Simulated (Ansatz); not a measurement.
Predict the output of the script below (Ansatz 0.2.0 through its Python package).

`fdcheck_alni.py`
```python
"""Do the forces of AlNi match the slope of the free energy, distorted."""

import ansatz as az
import numpy as np

VECTORS = np.array([
    [2.84644, -0.01328, -0.02367],
    [-0.01328, 2.86582, -0.00013],
    [-0.02367, -0.00013, 2.92475],
])
SITES = [
    ("Al", [0.99941, 0.00325, 0.00329], 0.0),
    ("Ni", [0.50286, 0.48809, 0.50616], 1.0),
]


def make_crystal(cell):
    crystal = az.Crystal(lattice=az.Lattice.of(cell))
    for symbol, position, moment in SITES:
        crystal = crystal.atom(symbol, position, moment=moment or None)
    return crystal

def solve(crystal):
    return (
        crystal.calculation()
        .functional("PBE")
        .occupations("Fermi-Dirac")
        .spin(az.SpinTreatment.COLLINEAR)
        .basis(540, xc_grid=2)
        .kpoints(7, 7, 7)
        .scf(tolerance=1e-09)
        .forces()
        .stress()
        .run(threads=1)
    ).report


centre = solve(make_crystal(VECTORS))
start = make_crystal(VECTORS)
# move one atom both ways along a Cartesian axis
print(f"force on atom 1 along x: analytic {centre['forces_ev_ang'][1][0]:.4f} eV/A")
for h in (0.004, 0.016):
    shift = np.eye(3)[0] * h @ np.linalg.inv(VECTORS)
    plus, minus = (solve(start.move(1, to=np.array(SITES[1][1]) + sign * shift))["lagrangian_ev"] for sign in (1, -1))
    print(f"  step {h} A: numerical {-(plus - minus) / (2 * h):.4f} eV/A")
# P = -dF/dV; the difference feels the change of the plane-wave count with the cell
volume = abs(np.linalg.det(VECTORS))
larger, smaller = (solve(make_crystal(VECTORS * (1 + sign * 0.005) ** (1 / 3)))["lagrangian_ev"] for sign in (1, -1))
numerical = -(larger - smaller) / (0.01 * volume) * 160.21766
print(f"pressure: analytic {np.trace(centre['stress_gpa']) / 3:.3f}, numerical {numerical:.3f} GPa")
```

```console
$ python fdcheck_alni.py
DeckWarning: output.stress: scf.convergence.dr2_threshold = 1e-9 eV is looser than the 2e-10 eV advised for a printed stress (1e-10 eV for each atom of the cell: 2). What an SCF threshold leaves in a stress goes as its square root, and in the free energy as the threshold itself, and one threshold admits the most on a [...]
RunWarning: the starting moments were not kept: the SCF closed with an absolute magnetisation of 3.4e-7 μB, where they sum to 1 μB in size (1 site). That is at most 0.1 of that sum. Measured as dr2_m measures the in/out step, that magnetisation stands 4.5e-14 eV from none, at or under the dr2_threshold of 1.0e-9 eV: [...]
force on atom 1 along x: analytic -0.0526 eV/A
  step 0.004 A: numerical -0.0526 eV/A
  step 0.016 A: numerical -0.0526 eV/A
pressure: analytic 2.641, numerical 2.644 GPa
```
(Warnings from the package without file and line, shortened, repeats left out.)

Caveats:
- The SCF didn't keep the moments it started from (some shrank, vanished or turned); what is printed is the state reached.
- The mesh is modest for a metal, so energies can be off by several to tens of meV an atom and pressures by half a GPa or more; differences at equal mesh fare better.
- Pressure is positive in compression.
- The cell is a database structure, distorted on purpose.
- The central difference errs as the square of the step, so the shorter step is the fairer test; what remains comes from the finite grid and the SCF threshold.
- Finished in 2.4 min on 1 thread of Arm Neoverse V2, with other jobs on the host, peak memory 0.54 GiB.
